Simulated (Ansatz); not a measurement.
Rh:

```
Rh
1.0
     0.00000    1.89785    1.89785
     1.89785    0.00000    1.89785
     1.89785    1.89785    0.00000
Rh
1
Direct
  0.00000 0.00000 0.00000
```

* Program: Ansatz 0.2.0
* Task: relaxation of cell and atoms
* Functional: PBEsol
* Dispersion: D4
* Potentials or basis: Ansatz PAW
* Cutoff: 420 eV (not typed: the program's choice for these potentials)
* k mesh: 12 × 12 × 12
* Occupations: fermi-dirac, width 0.05 eV
* Spin: no spin polarisation

At the start: volume 13.67 Å³/atom.

Where does the relaxation end?

It ends after 5 steps and the volume is 13.26 Å³/atom (-3.0 %); space group Fm-3m (No. 225, to 0.05 Å).

The path:
```csv
step,energy change (eV),largest force (eV/Å),volume (Å³)
1,0.0000,0.0000,13.67
2,-0.0026,0.0000,12.91
3,-0.0119,0.0000,13.28
4,-0.0119,0.0000,13.26
5,-0.0117,0.0000,13.26
```

Final structure:
```cif
data_structure
_symmetry_space_group_name_H-M 'P 1'
_symmetry_Int_Tables_number 1
_cell_length_a 2.6570
_cell_length_b 2.6570
_cell_length_c 2.6570
_cell_angle_alpha 60.000
_cell_angle_beta 60.000
_cell_angle_gamma 60.000
_cell_volume 13.26
loop_
_atom_site_label
_atom_site_type_symbol
_atom_site_fract_x
_atom_site_fract_y
_atom_site_fract_z
_atom_site_occupancy
Rh1 Rh 0.00000 0.00000 0.00000 1
```

Caveat: the plane-wave basis is chosen anew once the cell has moved, so the energies of steps on either side of that aren't comparable; pairwise dispersion overbinds metals, which lowers pressure and volume; the PAW data sets come from PBE, with cores solved anew for the run's functional, which leaves a small shift of forces and pressure.
